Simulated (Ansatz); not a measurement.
Zone-centre phonons of HfO₂ at 6 GPa: input and output

The calculation used DFT PBE, scalar-relativistic, plane waves, PAW (Ansatz).

Launched with:
```bash
ansatz run input.yaml --threads 1 --pin off --max-ram 3072MiB --backend cpu --events-out ev --progress --plain --runs-dir out
```

Input (bare energies are in eV):
```yaml
crystal:
  lattice:
    - [0.0, 2.5291489567, 2.5291489567]
    - [2.5291489567, 0.0, 2.5291489567]
    - [2.5291489567, 2.5291489567, 0.0]
  atoms:
    - { symbol: Hf, position: [0.0, 0.0, 0.0] }
    - { symbol: O, position: [0.25, 0.25, 0.25] }
    - { symbol: O, position: [0.75, 0.75, 0.75] }
basis:
  ecutwfc: 420
kpoints:
  mp_grid: { grid: [8, 8, 8] }
hamiltonian:
  xc: pbe
scf:
  occupations: { method: fixed }
output:
  eigenvalues: true
phonons:
  method: dfpt
  dielectric: true
  rigid_motions: translations
  eigenvectors: true
```

Results section of the output:
```
--- Phonons (Γ-DFPT): 2 representative perturbations + reference, on 95 of 512 k-points (Σ response iterations 8) ---
  k mesh reduced under 4 symmetry operations, with k and −k counted as one. Each operation leaves every solved perturbation unchanged. A smaller set is not considered because the run solves the response ...
  ASR residual: 1.602e-4 → 0.000e0 eV/Å²; symmetrization residual: 8.173e-7 eV/Å²
  ASR residual per site (eV/Å²): 1.21e-4 1.60e-4 1.60e-4
  Γ frequencies (cm⁻¹): 0.00 0.00 0.00 239.74 239.74 239.74 582.95 582.95 582.95
  ε∞ (high-frequency dielectric tensor):
        5.288538    -0.000000     0.000000
        0.000000     5.288538     0.000000
        0.000000     0.000000     5.288538
  ε⁰ (static dielectric tensor: ions relaxed, cell fixed):
       35.335617    -0.000000     0.000000
       -0.000000    35.335617    -0.000000
        0.000000    -0.000000    35.335617
  ε⁰ − ε∞ (ionic part):
       30.047079    -0.000000     0.000000
       -0.000000    30.047079    -0.000000
        0.000000    -0.000000    30.047079
  softest optical mode at Γ: 239.74 cm⁻¹; the repairs (sum rule, projections) moved no ω² at Γ by more than (1.69 cm⁻¹)²
  Born effective charges Z* (e; rows j = field, columns β = displacement):
    site 0:
         5.55089   -0.00000    0.00000
         0.00000    5.55089    0.00000
        -0.00000   -0.00000    5.55089
    site 1:
        -2.77544    0.00000   -0.00000
        -0.00000   -2.77544   -0.00000
         0.00000    0.00000   -2.77544
    site 2:
        -2.77544    0.00000   -0.00000
        -0.00000   -2.77544    0.00000
        -0.00000    0.00000   -2.77544
  Z* charge neutrality: 2.282e-5 e pre-enforcement
  k-mesh period / interband length: 28.6 Å / 1.34 Å = 21.34 at k = (0.0000, 0.0000, 0.0000), direct gap 4.518 eV — 14 or more, which is no proof of convergence
  optical modes at Γ without the LO–TO term, one row a degenerate level:
      ω (cm⁻¹) modes IR ((D/Å)²/amu)
        239.74      3            78.5961
        582.95      3             0.0000
  optical modes at Γ + LO–TO along q̂ = [1.0000, 0.0000, 0.0000]:
      ω (cm⁻¹) modes IR ((D/Å)²/amu)
        239.74      2            52.3974
        582.95      3             0.0000
        619.70      1            26.1987
  optical modes at Γ + LO–TO along q̂ = [0.0000, 1.0000, 0.0000]:
      ω (cm⁻¹) modes IR ((D/Å)²/amu)
        239.74      2            52.3974
        582.95      3             0.0000
        619.70      1            26.1987
  optical modes at Γ + LO–TO along q̂ = [0.0000, 0.0000, 1.0000]:
      ω (cm⁻¹) modes IR ((D/Å)²/amu)
        239.74      2            52.3974
        582.95      3             0.0000
        619.70      1            26.1987
```

The run took 27 s on 1 thread of Intel(R) Xeon(R) Platinum 8488C (Sapphire Rapids), with other jobs on the host, peak memory 0.66 GiB.

Spin–orbit coupling is left out, which matters for heavy elements. Other phases may be more stable at this pressure.

This fluorite-type form isn't the usual stable structure of the compound at low pressure.